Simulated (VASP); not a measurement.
# Ag2O (Pn-3m) in VASP: single point with PBE

Aim: the single point of Ag2O with PBE.

Everything below comes from runs of VASP 6.6.1. Logs are shortened: lines on timing, memory, paths and dates and some standing lists are left out, and cuts for length are marked.

## (1) The crystal as given

Symmetry: Pn-3m, No. 224, cubic system. Conventional cell: a = 4.763 Å, b = 4.763 Å, c = 4.763 Å, α = 90.00°, β = 90.00°, γ = 90.00°. Around Ag (site symmetry -3m) lie 2 O at 2.06 Å. Around O (site symmetry -43m) lie 4 Ag at 2.06 Å.

## (2) Single point, PBE

Contents of INCAR:

```
SYSTEM = Ag2O
  ALGO = Fast
  EDIFF = 1E-7
  ENCUT = 520
  GGA = PE
  ISIF = 2
  ISMEAR = 0
  LASPH = .TRUE.
  LCHARG = .FALSE.
  LREAL = .FALSE.
  LWAVE = .FALSE.
  NBANDS = 37
  NELM = 100
  PREC = Accurate
  SIGMA = 0.1
```

Contents of KPOINTS:

```
k-points
0
G
  8 8 8
  0 0 0
```

Contents of POSCAR:

```
Ag2O
1.0
    4.7633734111      0.0000000000      0.0000000000
    0.0000000000      4.7633734111      0.0000000000
    0.0000000000      0.0000000000      4.7633734111
Ag O
4 2
Direct
    0.2500000000      0.2500000000      0.2500000000
    0.2500000000      0.7500000000      0.7500000000
    0.7500000000      0.7500000000      0.2500000000
    0.7500000000      0.2500000000      0.7500000000
    0.0000000000      0.0000000000      0.0000000000
    0.5000000000      0.5000000000      0.5000000000
```

Potentials or basis: VASP PAW PBE potentials, release 64 (Ag, O).

On the command line:

```bash
$ cat potpaw_PBE.64/Ag/POTCAR potpaw_PBE.64/O/POTCAR > POTCAR
$ mpirun -np 1 vasp_std > vasp.out
```

OUTCAR:

```text
SYSTEM = Ag2O
   EDIFF = 1E-7
   ENCUT = 520
   GGA = PE
   ISIF = 2
   ISMEAR = 0
   LASPH = .TRUE.
   LREAL = .FALSE.
   NELM = 100
   PREC = Accurate

 ion  position               nearest neighbor table
   1  0.250  0.250  0.250-   5 2.06   6 2.06   4 3.37   2 3.37   3 3.37   2 3.37   4 3.37   2 3.37
                             3 3.37   2 3.37   3 3.37   4 3.37   4 3.37   3 3.37
   2  0.250  0.750  0.750-   5 2.06   6 2.06   4 3.37   1 3.37   3 3.37   1 3.37   3 3.37   1 3.37
                             4 3.37   1 3.37   3 3.37   4 3.37   3 3.37   4 3.37
   3  0.750  0.750  0.250-   5 2.06   6 2.06   4 3.37   1 3.37   2 3.37   2 3.37   4 3.37   1 3.37
                             4 3.37   4 3.37   1 3.37   2 3.37   2 3.37   1 3.37
   4  0.750  0.250  0.750-   5 2.06   6 2.06   3 3.37   1 3.37   2 3.37   1 3.37   3 3.37   2 3.37
                             3 3.37   3 3.37   1 3.37   2 3.37   1 3.37   2 3.37
   5  0.000  0.000  0.000-   1 2.06   2 2.06   3 2.06   4 2.06
   6  0.500  0.500  0.500-   1 2.06   2 2.06   3 2.06   4 2.06

  LATTYP: Found a simple cubic cell.
 ALAT       =     4.7633734111

  Lattice vectors:

 A1 = (   4.7633734111,   0.0000000000,   0.0000000000)
 A2 = (   0.0000000000,   4.7633734111,   0.0000000000)
 A3 = (   0.0000000000,   0.0000000000,   4.7633734111)

Analysis of symmetry for initial positions (statically):
=====================================================================
 Subroutine PRICEL returns:
 Original cell was already a primitive cell.

 Routine SETGRP: Setting up the symmetry group for a
 simple cubic supercell.

 Subroutine GETGRP returns: Found 48 space group operations
 (whereof 24 operations were pure point group operations)
 out of a pool of 48 trial point group operations.

The static configuration has the point symmetry T_d .
 The point group associated with its full space group is O_h .

Analysis of symmetry for dynamics (positions and initial velocities):
=====================================================================
 Subroutine PRICEL returns:
 Original cell was already a primitive cell.

 Routine SETGRP: Setting up the symmetry group for a
 simple cubic supercell.

 Subroutine GETGRP returns: Found 48 space group operations
 (whereof 24 operations were pure point group operations)
 out of a pool of 48 trial point group operations.

The dynamic configuration has the point symmetry T_d .
 The point group associated with its full space group is O_h .

 Subroutine INISYM returns: Found 48 space group operations
 (whereof 24 operations are pure point group operations),
 and found     1 'primitive' translations

----------------------------------------------------------------------------------------

                                     Primitive cell

  volume of cell :     108.0796

  direct lattice vectors                    reciprocal lattice vectors
     4.763373411  0.000000000  0.000000000     0.209935253  0.000000000  0.000000000
     0.000000000  4.763373411  0.000000000     0.000000000  0.209935253  0.000000000
     0.000000000  0.000000000  4.763373411     0.000000000  0.000000000  0.209935253

  length of vectors
     4.763373411  4.763373411  4.763373411     0.209935253  0.209935253  0.209935253

  position of ions in fractional coordinates (direct lattice)
     0.250000000  0.250000000  0.250000000
     0.250000000  0.750000000  0.750000000
     0.750000000  0.750000000  0.250000000
     0.750000000  0.250000000  0.750000000
     0.000000000  0.000000000  0.000000000
     0.500000000  0.500000000  0.500000000

  ion indices of the primitive-cell ions
   primitive index   ion index
                 1           1
                 2           2
                 3           3
                 4           4
                 5           5
                 6           6

----------------------------------------------------------------------------------------

 KPOINTS: k-points

Automatic generation of k-mesh.
 Grid dimensions read from file:
 generate k-points for:    8    8    8

 Generating k-lattice:

  Cartesian coordinates                     Fractional coordinates (reciprocal lattice)
     0.026241907  0.000000000  0.000000000     0.125000000  0.000000000  0.000000000
     0.000000000  0.026241907  0.000000000     0.000000000  0.125000000  0.000000000
     0.000000000  0.000000000  0.026241907     0.000000000  0.000000000  0.125000000

  Length of vectors
     0.026241907  0.026241907  0.026241907

  Shift w.r.t. Gamma in fractional coordinates (k-lattice)
     0.000000000  0.000000000  0.000000000

 Subroutine IBZKPT returns following result:
 ===========================================

 Found     35 irreducible k-points:

 Following reciprocal coordinates:
            Coordinates               Weight
  0.000000  0.000000  0.000000      1.000000
  0.125000  0.000000  0.000000      6.000000
  0.250000  0.000000  0.000000      6.000000
  0.375000  0.000000  0.000000      6.000000
  0.500000  0.000000  0.000000      3.000000
  0.125000  0.125000  0.000000     12.000000
[... 16 lines left out ...]
  0.375000  0.375000  0.125000     24.000000
  0.500000  0.375000  0.125000     24.000000
 [... further k-points ...]
   k-points           NKPTS =     35   k-points in BZ     NKDIM =     35   number of bands    NBANDS=     37
   number of dos      NEDOS =    301   number of ions     NIONS =      6
   total plane-waves  NPLWV =  46656
   dimension x,y,z NGX =    36 NGY =   36 NGZ =   36
   dimension x,y,z NGXF=    72 NGYF=   72 NGZF=   72
   ions per type =               4   2
   NGX,Y,Z   is equivalent  to a cutoff of  12.56, 12.56, 12.56 a.u.
   NGXF,Y,Z  is equivalent  to a cutoff of  25.13, 25.13, 25.13 a.u.
 SYSTEM =  Ag2O
   PREC   = accura    normal or accurate (medium, high low for compatibility)
   ISTART =      0    job   : 0-new  1-cont  2-samecut
   ICHARG =      2    charge: 1-file 2-atom 10-const
   ISPIN  =      1    spin polarized calculation?
   LNONCOLLINEAR =      F non collinear calculations
   LSORBIT =      F    spin-orbit coupling
   LASPH  =      T    aspherical Exc in radial PAW
   ENCUT  =  520.0 eV  38.22 Ry    6.18 a.u.   8.86  8.86  8.86*2*pi/ulx,y,z
   NELM   =    100;   NELMIN=  2; NELMDL= -5     # of ELM steps
   EDIFF  = 0.1E-06   stopping-criterion for ELM
   LREAL  =      F    real-space projection
   EDIFFG = 0.1E-05   stopping-criterion for IOM
   NSW    =      0    number of steps for IOM
   IBRION =     -1    ionic relax: 0-MD 1-quasi-New 2-CG
   NFREE  =      0    steps in history (QN), initial steepest desc. (CG)
   ISIF   =      2    stress and relaxation
   ISYM   =      2    0-nonsym 1-usesym 2-fastsym
   POTIM  = 0.5000    time-step for ionic-motion
   TEBEG  =    0.0;   TEEND  =   0.0 temperature during run
   PSTRESS=    0.0 pullay stress
   NELECT =      56.0000    total number of electrons
   NUPDOWN=      -1.0000    fix difference up-down
   EMIN   =  10.00;   EMAX   =-10.00  energy-range for DOS
   EFERMI =   0.00;   METHOD = LEGACY
   ISMEAR =     0;   SIGMA  =   0.10  broadening in eV -4-tet -1-fermi 0-gaus
   EFERMI_NEDOS =   21; number of points for ismear=-14 and -15
   IALGO  =     68    algorithm
   IMIX   =      4    mixing-type and parameters
     AMIX     =   0.40;   BMIX     =  1.00
     AMIX_MAG =   1.60;   BMIX_MAG =  1.00
  volume/ion in A,a.u.               =      18.01       121.56
  Fermi-wavevector in a.u.,A,eV,Ry     =   1.314890  2.484783 23.523612  1.728937
  Thomas-Fermi vector in A             =   2.445111
   LORBIT       =      0    0 simple, 1 ext, 2 COOP (PROOUT), +10 PAW based schemes
   GGA     = PE    functional components
   LHFCALC =     F    Hartree Fock is set to
   AEXX    =    0.0000 exact exchange contribution
   IVDW    =     0    specifies the selected vdW correction
   LEPSILON=     F    determine dielectric tensor
   LRPA    =     F    only Hartree local field effects (RPA)
 non-spin polarized calculation
 RMM-DIIS sequential band-by-band and
 Gauss-broadening in eV      SIGMA  =   0.10
  energy-cutoff  :      520.00
  volume of cell :      108.08
 maximum number of plane-waves:      2945
 NGX is ok and might be reduce to    36
   NGX = 17   NGY = 17   NGZ = 17

 number of electron      55.9999996 magnetization

 Free energy of the ion-electron system (eV)
  ---------------------------------------------------
  ext. energy  EPLUGINS =         0.00000000
  ---------------------------------------------------
  free energy    TOTEN  =       -21.43750908 eV

  energy without entropy =      -21.43663660  energy(sigma->0) =      -21.43707284

 E-fermi :   4.4245     XC(G=0): -10.3817

 val. band max:        4.3534559611   @ k =   0.0000   0.0000   0.0000
 cond. band min:       4.5384528201   @ k =   0.1250   0.0000   0.0000
 fundamental gap:      0.1849968590
 Fermi energy:         4.4244636642

 k-point     1 :       0.0000    0.0000    0.0000
  band No.  band energies     occupation
      1     -14.3109      2.00000
      2     -13.6736      2.00000
      3      -2.2722      2.00000
      4      -2.2722      2.00000
      5      -2.2722      2.00000
      6      -0.1085      2.00000
[... 29 lines left out ...]
     36      13.0284      0.00000
     37      13.0284      0.00000

 k-point     2 :       0.1250    0.0000    0.0000
  band No.  band energies     occupation
      1     -14.2876      2.00000
      2     -13.6990      2.00000
      3      -2.2211      2.00000
      4      -2.2211      2.00000
      5      -2.2009      2.00000
      6      -0.0414      2.00000
[... 29 lines left out ...]
     36      12.8272      0.00000
     37      12.8282      0.00000

 k-point     3 :       0.2500    0.0000    0.0000
  band No.  band energies     occupation
      1     -14.2215      2.00000
      2     -13.7711      2.00000
      3      -2.0767      2.00000
      4      -2.0767      2.00000
      5      -1.9925      2.00000
      6      -0.2680      2.00000
[... 29 lines left out ...]
     36      12.4264      0.00000
     37      12.4264      0.00000
[... 761 lines left out ...]
 k-point    23 :       0.3750    0.3750    0.1250
  band No.  band energies     occupation
      1     -14.0944      2.00000
      2     -13.8943      2.00000
      3      -2.0038      2.00000
      4      -1.9012      2.00000
      5      -1.4837      2.00000
      6      -0.9161      2.00000
[... 29 lines left out ...]
     36      13.4258      0.00000
     37      13.7837      0.00000

 k-point    24 :       0.5000    0.3750    0.1250
  band No.  band energies     occupation
      1     -14.0914      2.00000
      2     -13.8959      2.00000
      3      -1.9536      2.00000
      4      -1.9480      2.00000
      5      -1.5410      2.00000
      6      -0.8385      2.00000
[... 29 lines left out ...]
     36      13.0009      0.00000
     37      13.7035      0.00000

 [... further k-points ...]
[... 5 lines left out ...]
  --------------------------------------------------------------------------------------
  -------------------------------------------------------------------------------------
  Total        1.4981032      1.4981032      1.4981032      0.0000000      0.0000000      0.0000000
  in kB       22.2079473     22.2079473     22.2079473      0.0000000      0.0000000      0.0000000
  external PRESSURE =      22.2079473 kB  Pullay stress =       0.0000000 kB

 VOLUME and BASIS-vectors are now :
 -----------------------------------------------------------------------------
  energy-cutoff  :      520.00
  volume of cell :      108.08
      direct lattice vectors                 reciprocal lattice vectors
     4.763373411  0.000000000  0.000000000     0.209935253  0.000000000  0.000000000
     0.000000000  4.763373411  0.000000000     0.000000000  0.209935253  0.000000000
     0.000000000  0.000000000  4.763373411     0.000000000  0.000000000  0.209935253

 POSITION                                       TOTAL-FORCE (eV/Angst)
 -----------------------------------------------------------------------------------
      1.19084      1.19084      1.19084        -0.000000      0.000000     -0.000000
      1.19084      3.57253      3.57253        -0.000000      0.000000     -0.000000
      3.57253      3.57253      1.19084         0.000000      0.000000      0.000000
      3.57253      1.19084      3.57253         0.000000     -0.000000     -0.000000
      0.00000      0.00000      0.00000         0.000000     -0.000000      0.000000
      2.38169      2.38169      2.38169         0.000000     -0.000000      0.000000
 -----------------------------------------------------------------------------------
    total drift:                                0.000000      0.000000      0.000000

  FREE ENERGIE OF THE ION-ELECTRON SYSTEM (eV)
  ---------------------------------------------------
  free  energy   TOTEN  =       -21.4375090787 eV

  energy  without entropy=      -21.4366366019  energy(sigma->0) =      -21.43707284
```

It took 3.6 min on 1 thread of Intel Xeon Platinum 8375C at 2.90GHz (Ice Lake), shared host; peak memory 0.27 GiB.

Results:

```
Free energy            : -21.4375 eV
Pressure               : 2.2 GPa
Band gap on the k mesh : none (metal or under the smearing width)
```

Levels at points of the mesh, in eV from the Fermi level:
```tsv
k point	band 25	band 26	band 27	band 28	band 29	band 30	band 31	band 32
(0.00, 0.00, 0.00)	-2.65	-0.08	-0.07	-0.07	-0.07	2.05	2.05	7.10
(0.50, 0.00, 0.00)	-1.63	-1.63	-0.52	-0.52	1.99	1.99	4.70	4.70
(0.50, 0.50, 0.00)	-1.64	-1.64	-0.86	-0.86	2.04	2.04	3.65	3.65
(0.50, 0.50, 0.50)	-1.81	-0.74	-0.74	-0.74	2.58	2.58	2.58	4.74
```
